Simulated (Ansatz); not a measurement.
## Li: which structure is lowest?

Theory: Ansatz 0.2.0, DFT, PBE, plane waves (420 eV) with PAW, scalar-relativistic.

Each structure is relaxed within its own symmetry, so a high-lying one may be dynamically unstable.

| structure | ΔE (meV/atom) | V (Å³/atom) | cell | magnetic state |
| --- | --- | --- | --- | --- |
| dhcp | -3 | 20.20 | a = 3.059 Å, c = 9.969 Å (c/a = 3.258) | spin not included |
| 9R | -3 | 20.23 | a = 3.065 Å, c = 22.377 Å (c/a = 7.300) | spin not included |
| fcc | -2 | 20.17 | a = 4.321 Å | spin not included |
| hcp | -2 | 20.20 | a = 3.058 Å, c = 4.989 Å (c/a = 1.631) | spin not included |
| bcc | 0 | 20.19 | a = 3.431 Å | spin not included |
| omega (AlB2-type) | 11 | 20.25 | a = 4.930 Å, c = 2.886 Å (c/a = 0.585) | spin not included |
| A15 | 16 | 20.25 | a = 5.451 Å | spin not included |
| simple cubic | 119 | 20.44 | a = 2.734 Å | spin not included |
| diamond | 514 | 25.80 | a = 5.910 Å | spin not included |

ΔE counts from bcc.

PBE puts dhcp 3 meV/atom below bcc, the structure of the real element at low temperature or room conditions.

Differences under about 8 meV lie within the error of the k-point mesh.
